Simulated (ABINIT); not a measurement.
A run of ABINIT 10.8.3 (patched build) is set up as follows.

Contents of run.abi:

```
# Pseudopotentials
pp_dirpath "./"
pseudos "P.upf, B.upf"

# Structure
acell 3*1.0 Angstrom
rprim
     0.0000000000     2.2690000000     2.2690000000
     2.2690000000     0.0000000000     2.2690000000
     2.2690000000     2.2690000000     0.0000000000
ntypat 2
znucl 15 5
natom 2
typat 1 2
chkprim 0
chksymtnons 0
tolsym 1.0e-6
xred
            3/4            3/4            3/4
            0.0            0.0            0.0

# Plane-wave basis
ecut 38.0
ecutsm 0.5

# k points
kptopt 1
ngkpt 8 8 8
nshiftk 1
shiftk 0.0 0.0 0.0

# Exchange and correlation
ixc -116133

# Bands and occupations
nband 8
occopt 3
tsmear 0.00183747

# SCF cycle
nstep 80
tolvrs 1.0e-12

# Output
iomode 3
prteig 0
prtebands 0
prtwf 0
prtden 0

# Relaxation
ionmov 2
optcell 2
ntime 50
tolmxf 2.0e-5
dilatmx 1.08
```

Potentials or basis: PseudoDojo NC SR PBEsol v0.4.1 standard.

Run with:

```console
$ abinit run.abi > log 2>&1
```

Task: What does it give for the space group after relaxing (to 0.05 Å)?

Result: F-43m (No. 216).

Task: Estimate the relaxed cell.

Result: a = 3.197 Å, b = 3.197 Å, c = 3.197 Å, α = 60.00°, β = 60.00°, γ = 60.00°.

Task: What does it give for the relaxed volume?

Result: 11.55 Å³/atom.

Final structure:
```xyz
2
Lattice="0.0000 2.2605 2.2605 2.2605 0.0000 2.2605 2.2605 2.2605 0.0000" Properties=species:S:1:pos:R:3 pbc="T T T"
P     3.3907    3.3907    3.3907
B     0.0000    0.0000    0.0000
```
